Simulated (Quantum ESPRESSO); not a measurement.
W2C:

```
CELL_PARAMETERS angstrom
3.07005 0.00000 0.00000
-1.53502 2.65874 0.00000
0.00000 0.00000 4.67843
ATOMIC_POSITIONS crystal
W 0.66667 0.33333 0.25367
W 0.33333 0.66667 0.74633
C 0.00000 0.00000 0.00000
```

The cell comes from a database or a generator and needn't be the stable form of this composition.

* Program: Quantum ESPRESSO 7.5
* Task: single point
* Functional: PBE
* Potentials or basis: SSSP 1.3 efficiency PBE
* Cutoff: 748 eV
* Density cutoff: 5987 eV
* k mesh: 10 × 10 × 6
* Occupations: fermi-dirac, width 0.05 eV
* Spin: no spin polarisation

On this cell: pressure -1.3 GPa; largest force 0.070 eV/Å; band gap on the k mesh none (metal or under the smearing width).

The same run follows on a disturbed copy (atoms moved at random, drawn with an rms of 0.05 Å):

```
W C
1.0
     3.07005    0.00000    0.00000
    -1.53502    2.65874    0.00000
     0.00000    0.00000    4.67843
W C
2 1
Cartesian
  1.5441 0.9189 1.1592
  -0.0325 1.7448 3.4786
  -0.0060 0.0098 -0.0064
```

Question: What does the disturbed cell give?

Answer: The energy (extrapolated to zero smearing) moves by +4.9 meV/atom; pressure -0.4 GPa; largest force 0.502 eV/Å; band gap on the k mesh none (metal or under the smearing width).

Forces in eV/Å, atoms in the order of the input:
```
W   -0.120 -0.236  0.427
W    0.192  0.348 -0.205
C   -0.071 -0.112 -0.222
```

Stress tensor (GPa, compression positive):
```
-1.71 -0.55 -1.24
-0.55  0.18 -2.07
-1.24 -2.07  0.27
```
